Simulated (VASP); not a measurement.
**WC (Qusongite): phonons with PBEsol**

Crystal: WC (Qusongite).

```
CELL_PARAMETERS angstrom
2.90102 0.00000 0.00000
-1.45051 2.51236 0.00000
0.00000 0.00000 2.83061
ATOMIC_POSITIONS crystal
W 0.00000 0.00000 0.00000
C 0.66667 0.33333 0.50000
```

```yaml
Program: VASP 6.6.1
Task: phonons
Functional: PBEsol
Potentials_or_basis: VASP PAW PBE potentials, release 64 (W_sv, C)
Cutoff: 600 eV
k_mesh: 27 × 27 × 24
Occupations: methfessel-paxton, width 0.2 eV
Spin: no spin polarisation
By_perturbation_theory: no
Further_INCAR_settings: ALGO = Normal; EDIFF = 1e-08; IBRION = 6; POTIM = 0.015; NSW = 1
```

| Item | Value |
| --- | --- |
| Highest phonon frequency at Γ, LO-TO splitting left out | 621 cm⁻¹ |

Phonon frequencies in cm⁻¹ (negative: imaginary):
| q point | frequencies |
| --- | --- |
| (0.000, 0.000, 0.000) | 0 0 0 591 621 621 |

It took 21 min on 2 MPI ranks on Intel(R) Xeon(R) Platinum 8488C (Sapphire Rapids), with other jobs on the host, peak memory 2.4 GiB a rank.

 Spin-orbit coupling is left out, which matters for the levels of W.
